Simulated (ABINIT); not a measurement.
Crystal: Sn.

```xyz
1
Lattice="-2.0292 2.0292 1.6608 2.0292 -2.0292 1.6608 2.0292 2.0292 -1.6608" Properties=species:S:1:pos:R:3 pbc="T T T"
Sn    0.0000    0.0000    0.0000
```

This isn't the form of Sn at room conditions, which is tetragonal (white tin).

* Program: ABINIT 10.8.3 (patched build)
* Task: single point
* Functional: PBE
* Potentials or basis: JTH PAW PBE v2.0
* Cutoff: 599 eV
* k mesh: 10 × 10 × 10
* Occupations: fermi-dirac, width 0.05 eV
* Spin: no spin polarisation

On this cell: pressure 1.0 GPa; band gap on the k mesh none (metal or under the smearing width).

The same run follows on a disturbed copy (cell strained at random at fixed volume):

```
Sn
1.0
    -1.96923    2.05623    1.62201
     2.04455   -2.03890    1.69286
     1.97855    2.04822   -1.60084
Sn
1
Cartesian
  -0.0150 0.0132 0.0161
```

**Question.** What does the disturbed cell give?

**Answer.** The energy (extrapolated to zero smearing) moves by +1.4 meV/atom; pressure 1.2 GPa; band gap on the k mesh none (metal or under the smearing width).

Stress tensor (GPa, compression positive):
```
 0.57 -0.17 -0.32
-0.17  0.72 -0.11
-0.32 -0.11  2.17
```
